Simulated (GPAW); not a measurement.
# MnHO2 monolayer: which magnetic order is lowest

Aim: find out whether MnHO2 monolayer carries moments, and which collinear order costs least.

Main program and level: GPAW 26.7.0; PBE; plane waves with GPAW's PAW setups, scalar-relativistic.

Report form: the programs' logs are mostly left out.

## (1) Starting point

The cell holds 4 atoms: 1 Mn, 2 O and 1 H. Cell: a = 3.177 Å, b = 2.888 Å, c = 18.055 Å, α = 90.0°, β = 90.0°, γ = 117.0°. It derives from MnHO2. one layer cut from the bulk crystal, unrelaxed, 15 A of vacuum. Vacuum lies along c.

## (2) Order 1, typed as ferro +

The parallel start comes first: it fits the smallest cell, keeps the most symmetry and shows whether parallel moments form.

Contents of order1.py:

```python
import json
import numpy as np
from ase import Atoms
from ase.parallel import paropen, parprint
from gpaw import GPAW

atoms = Atoms(['Mn', 'O', 'O', 'H'],
    cell=[[3.17685, 0.0, 0.0],
         [-1.312824, 2.572505, 0.0],
         [0.0, 0.0, 18.054585]],
    scaled_positions=[[0.053683, 0.026841, 0.531876],
         [0.779624, 0.389812, 0.472568],
         [0.336483, 0.668241, 0.584593],
         [0.806098, 0.403049, 0.415407]],
    pbc=True,
    magmoms=[4.5, 0.0, 0.0, 0.0])
atoms.calc = GPAW(mode={'name': 'pw', 'ecut': 700},
    xc='PBE',
    kpts={'size': (8, 8, 1), 'gamma': True},
    occupations={'name': 'fermi-dirac', 'width': 0.02},
    convergence={'density': 1e-05, 'energy': 1e-05},
    maxiter=200,
    symmetry={'tolerance': 1e-4},
    txt='order1.txt')
e = atoms.get_potential_energy(force_consistent=True)
res = {'free_energy': e, 'energy_sigma0': atoms.get_potential_energy(), 'fermi_energy': atoms.calc.get_fermi_level()}
res['moments'] = atoms.get_magnetic_moments().tolist()
res['total'] = atoms.get_magnetic_moment()
parprint('site moments (muB):', np.round(res['moments'], 3))
parprint(f"total moment: {res['total']:.3f} muB")
parprint(f'free energy: {e:.6f} eV')
atoms.calc.write('order1.gpw')
with paropen('results.json', 'w') as f:
    json.dump(res, f)
```

Command:

```
> OMP_NUM_THREADS=1 mpirun -n 4 gpaw python order1.py > order1.log
```

The job ended after 38 s (4 MPI ranks of Arm Neoverse V1, shared host; peak memory 1.1 GiB).

Spin moment in the augmentation sphere by atom:

```csv
atom,spin moment in the augmentation sphere (μB)
Mn1,3.55
O2,0.05
O3,0.10
H4,0.01
```

Read from the output:

| Item | Value |
| --- | --- |
| magnetization | 3.999 μB |
| final state | ferromagnetic |

After 15 cycles the largest moment stands at 3.55 μB.

## (3) Start 2: antiferro q=(1/2,0,0) +-

Another pattern of signs weighs the neighbour shells otherwise.

This order needs a doubled cell of 8 atoms. Its mesh is chosen so that both cells sample the same points.

Contents of order2.py:

```python
import json
import numpy as np
from ase import Atoms
from ase.parallel import paropen, parprint
from gpaw import GPAW

atoms = Atoms(['Mn', 'Mn', 'O', 'O', 'O', 'O', 'H', 'H'],
    cell=[[6.3537, 0.0, 0.0],
         [-1.312824, 2.572505, 0.0],
         [0.0, 0.0, 18.054585]],
    scaled_positions=[[0.0268415, 0.026841, 0.531876],
         [0.5268415, 0.026841, 0.531876],
         [0.389812, 0.389812, 0.472568],
         [0.889812, 0.389812, 0.472568],
         [0.1682415, 0.668241, 0.584593],
         [0.6682415, 0.668241, 0.584593],
         [0.403049, 0.403049, 0.415407],
         [0.903049, 0.403049, 0.415407]],
    pbc=True,
    magmoms=[4.5, -4.5, 0.0, 0.0, 0.0, 0.0, 0.0, 0.0])
atoms.calc = GPAW(mode={'name': 'pw', 'ecut': 700},
    xc='PBE',
    kpts={'size': (4, 8, 1), 'gamma': True},
    occupations={'name': 'fermi-dirac', 'width': 0.02},
    convergence={'density': 1e-05, 'energy': 1e-05},
    maxiter=200,
    symmetry={'tolerance': 1e-4},
    txt='order2.txt')
e = atoms.get_potential_energy(force_consistent=True)
res = {'free_energy': e, 'energy_sigma0': atoms.get_potential_energy(), 'fermi_energy': atoms.calc.get_fermi_level()}
res['moments'] = atoms.get_magnetic_moments().tolist()
res['total'] = atoms.get_magnetic_moment()
parprint('site moments (muB):', np.round(res['moments'], 3))
parprint(f"total moment: {res['total']:.3f} muB")
parprint(f'free energy: {e:.6f} eV')
atoms.calc.write('order2.gpw')
with paropen('results.json', 'w') as f:
    json.dump(res, f)
```

Command:

```
> OMP_NUM_THREADS=1 mpirun -n 4 gpaw python order2.py > order2.log
```

Wall time 3.2 min (4 MPI ranks); peak memory 1.9 GiB.

Spin moment in the augmentation sphere by atom:

```csv
atom,spin moment in the augmentation sphere (μB)
Mn1,3.44
Mn2,-3.44
O3,0.01
O4,-0.01
O5,0.01
O6,-0.01
H7,0.00
H8,0.00
```

This step gave:

```yaml
magnetization: 0 μB
final_state: antiferromagnetic
```

It lies 61.9 meV a seeded atom under the first start, and its largest moment is 3.44 μB against 3.55 μB.

## (4) Start 3: antiferro q=(0,1/2,0) +-

Reversing part of the moments tests the sign of the couplings between them.

This order needs a doubled cell of 8 atoms. Its mesh is chosen so that both cells sample the same points.

Contents of order3.py:

```python
import json
import numpy as np
from ase import Atoms
from ase.parallel import paropen, parprint
from gpaw import GPAW

atoms = Atoms(['Mn', 'Mn', 'O', 'O', 'O', 'O', 'H', 'H'],
    cell=[[3.17685, 0.0, 0.0],
         [-2.625648, 5.14501, 0.0],
         [0.0, 0.0, 18.054585]],
    scaled_positions=[[0.053683, 0.0134205, 0.531876],
         [0.053683, 0.5134205, 0.531876],
         [0.779624, 0.194906, 0.472568],
         [0.779624, 0.694906, 0.472568],
         [0.336483, 0.3341205, 0.584593],
         [0.336483, 0.8341205, 0.584593],
         [0.806098, 0.2015245, 0.415407],
         [0.806098, 0.7015245, 0.415407]],
    pbc=True,
    magmoms=[4.5, -4.5, 0.0, 0.0, 0.0, 0.0, 0.0, 0.0])
atoms.calc = GPAW(mode={'name': 'pw', 'ecut': 700},
    xc='PBE',
    kpts={'size': (8, 4, 1), 'gamma': True},
    occupations={'name': 'fermi-dirac', 'width': 0.02},
    convergence={'density': 1e-05, 'energy': 1e-05},
    maxiter=200,
    symmetry={'tolerance': 1e-4},
    txt='order3.txt')
e = atoms.get_potential_energy(force_consistent=True)
res = {'free_energy': e, 'energy_sigma0': atoms.get_potential_energy(), 'fermi_energy': atoms.calc.get_fermi_level()}
res['moments'] = atoms.get_magnetic_moments().tolist()
res['total'] = atoms.get_magnetic_moment()
parprint('site moments (muB):', np.round(res['moments'], 3))
parprint(f"total moment: {res['total']:.3f} muB")
parprint(f'free energy: {e:.6f} eV')
atoms.calc.write('order3.gpw')
with paropen('results.json', 'w') as f:
    json.dump(res, f)
```

Command:

```
> OMP_NUM_THREADS=1 mpirun -n 4 gpaw python order3.py > order3.log
```

The job ended after 2.9 min (4 MPI ranks; peak memory 1.9 GiB).

Spin moment in the augmentation sphere by atom:

```csv
atom,spin moment in the augmentation sphere (μB)
Mn1,3.39
Mn2,-3.39
O3,0.02
O4,-0.02
O5,-0.04
O6,0.04
H7,0.00
H8,0.00
```

This step gave:

```yaml
magnetization: 0 μB
final_state: antiferromagnetic
```

It lies 88.8 meV a seeded atom under the first start, and its largest moment is 3.39 μB against 3.55 μB.

## (5) Run 4 (no spin polarisation)

This run holds no moments, which gives a state to set the others against.

Contents of nospin.py:

```python
import json
import numpy as np
from ase import Atoms
from ase.parallel import paropen, parprint
from gpaw import GPAW

atoms = Atoms(['Mn', 'O', 'O', 'H'],
    cell=[[3.17685, 0.0, 0.0],
         [-1.312824, 2.572505, 0.0],
         [0.0, 0.0, 18.054585]],
    scaled_positions=[[0.053683, 0.026841, 0.531876],
         [0.779624, 0.389812, 0.472568],
         [0.336483, 0.668241, 0.584593],
         [0.806098, 0.403049, 0.415407]],
    pbc=True)
atoms.calc = GPAW(mode={'name': 'pw', 'ecut': 700},
    xc='PBE',
    kpts={'size': (8, 8, 1), 'gamma': True},
    occupations={'name': 'fermi-dirac', 'width': 0.02},
    convergence={'density': 1e-05, 'energy': 1e-05},
    maxiter=200,
    symmetry={'tolerance': 1e-4},
    txt='nospin.txt')
e = atoms.get_potential_energy(force_consistent=True)
res = {'free_energy': e, 'energy_sigma0': atoms.get_potential_energy(), 'fermi_energy': atoms.calc.get_fermi_level()}
parprint(f'free energy: {e:.6f} eV')
atoms.calc.write('nospin.gpw')
with paropen('results.json', 'w') as f:
    json.dump(res, f)
```

Command:

```
> OMP_NUM_THREADS=1 mpirun -n 4 gpaw python nospin.py > nospin.log
```

Elapsed: 22 s, on 4 MPI ranks; peak memory 0.94 GiB.

This step gave:

| Property | Result |
| --- | --- |
| final state | non-magnetic (no spin polarisation) |

It lies 1381 meV a seeded atom over the first start.

## (6) A faulty input

A slip in the input shows what the program catches and what it lets pass.

Contents of run.py:

```python
import json
import numpy as np
from ase import Atoms
from ase.parallel import paropen, parprint
from gpaw import GPAW

atoms = Atoms(['Mn', 'O', 'O', 'H'],
    cell=[[3.17685, 0.0, 0.0],
         [-1.312824, 2.572505, 0.0],
         [0.0, 0.0, 18.054585]],
    scaled_positions=[[0.053683, 0.026841, 0.531876],
         [0.779624, 0.389812, 0.472568],
         [0.336483, 0.668241, 0.584593],
         [0.806098, 0.403049, 0.415407]],
    pbc=True,
    magmoms=[4.5, 0.0, 0.0, 0.0])
atoms.calc = GPAW(mode={'name': 'pw', 'ecut': 700},
    xc='PBE',
    kpts={'size': (8, 8, 1), 'gamma': True},
    occupations={'name': 'fermi-dirac', 'width': 3.0},
    convergence={'density': 1e-05, 'energy': 1e-05},
    maxiter=100,
    symmetry={'tolerance': 1e-4},
    txt='run.txt')
e = atoms.get_potential_energy(force_consistent=True)
res = {'free_energy': e, 'energy_sigma0': atoms.get_potential_energy(), 'fermi_energy': atoms.calc.get_fermi_level()}
res['moments'] = atoms.get_magnetic_moments().tolist()
res['total'] = atoms.get_magnetic_moment()
parprint('site moments (muB):', np.round(res['moments'], 3))
parprint(f"total moment: {res['total']:.3f} muB")
parprint(f'free energy: {e:.6f} eV')
atoms.calc.write('run.gpw')
with paropen('results.json', 'w') as f:
    json.dump(res, f)
```

Command:

```
> OMP_NUM_THREADS=1 mpirun -n 4 gpaw python run.py > run.log
```

Run time: 48 s. Hardware: 4 MPI ranks; peak memory 1.1 GiB; 3.2 min of CPU time.

Convergence was reached, yet the input spoils the result.

The fault in the input: a smearing of electronvolts.

The largest moment is 0 μB against 3.55 μB in the first run, and the free energy lies -24.1 eV from it.

So wide a smearing fills both spins alike, as a very high temperature would; a tenth of an eV or less is usual.

## (7) The states side by side

These are free energies at a smearing of 0.02 eV, so its entropy term is in the differences. They are divided by the number of seeded atoms, so that cells of unlike size compare. Wavevectors q in the names are fractions of the reciprocal vectors of the first run's cell.

Orders:

```csv
start,final state,typed order kept,energy over the lowest (meV a seeded atom),largest site moment (μB),net moment (μB a primitive cell),mesh matched,CPU time (s)
ferro +,ferromagnetic,yes,88.75,3.55,3.999,yes,150.3
"antiferro q=(1/2,0,0) +-",antiferromagnetic,yes,26.83,3.438,0,yes,771.1
"antiferro q=(0,1/2,0) +-",antiferromagnetic,yes,0,3.393,0,yes,687.7
no spin polarisation,non-magnetic,-,1470,0,0,yes,85.74
```

## (8) Results

* lowest state found: antiferromagnetic (typed antiferro q=(0,1/2,0) +-)
* largest site moment: 3.39 μB
* next state: antiferromagnetic, 26.8 meV a seeded atom higher
* energy gained by spin polarisation: 1470 meV a seeded atom

The lowest state found is antiferromagnetic, reached from the start antiferro q=(0,1/2,0) +-, with moments up to 3.39 μB. The next state costs 27 meV a seeded atom. Only 4 starts are shown; other collinear patterns, canted and longer-period orders are not.

[Logs and program files are shortened in this print: banners, set-up blocks, solver, clock and traceback lines can be left out without a mark of their own.]

[Logs are printed without paths, hosts, clocks, repeated set-up lines and the standing remarks that a program may print on its own settings, such as how far it seeks lower states.]

[Hosts, paths, dates, database ids (printed as entryN), source tags and the programs' standing remarks are cut or masked in the printed files.]

[Where a cell is said to come from a database of computed structures, the database is the Materials Project.]
